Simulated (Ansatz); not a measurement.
ZrO2:
```
ZrO2
1.0
    3.58448     0.00000     0.00000
    0.00000     3.58448     0.00000
    0.00000     0.00000     5.17724
Zr O
2 4
Direct
  0.00000   0.00000   0.00000
  0.50000   0.50000   0.50000
  0.00000   0.50000   0.20147
  0.00000   0.50000   0.70147
  0.50000   0.00000   0.29853
  0.50000   0.00000   0.79853
```

Tensor components refer to the Cartesian frame of this cell.

**Question.** Give the high-frequency dielectric tensor and the Born effective charge tensors of the independent atoms from DFPT, PBEsol (plane waves, PAW; program Ansatz).

**Answer.** 
ε∞:
```
5.79  0.00  0.00
0.00  5.79  0.00
0.00  0.00  5.18
```
Z* of atom 1 (Zr), rows: field, columns: displacement, in e:
```
5.76  0.00  0.00
0.00  5.76  0.00
0.00  0.00  4.97
```
Z* of atom 3 (O), rows: field, columns: displacement, in e:
```
-2.12   0.00   0.00
 0.00  -3.64   0.00
 0.00   0.00  -2.48
```

Space group P4_2/nmc. This is a known high-temperature phase of the composition, computed here at zero pressure and temperature. The PBEsol relaxation kept the symmetry of its start; its stability against distortions is not shown here. No spin polarisation was allowed. Spin–orbit coupling is left out wherever it is not named.

Potentials: the later of the program's two PAW sets.
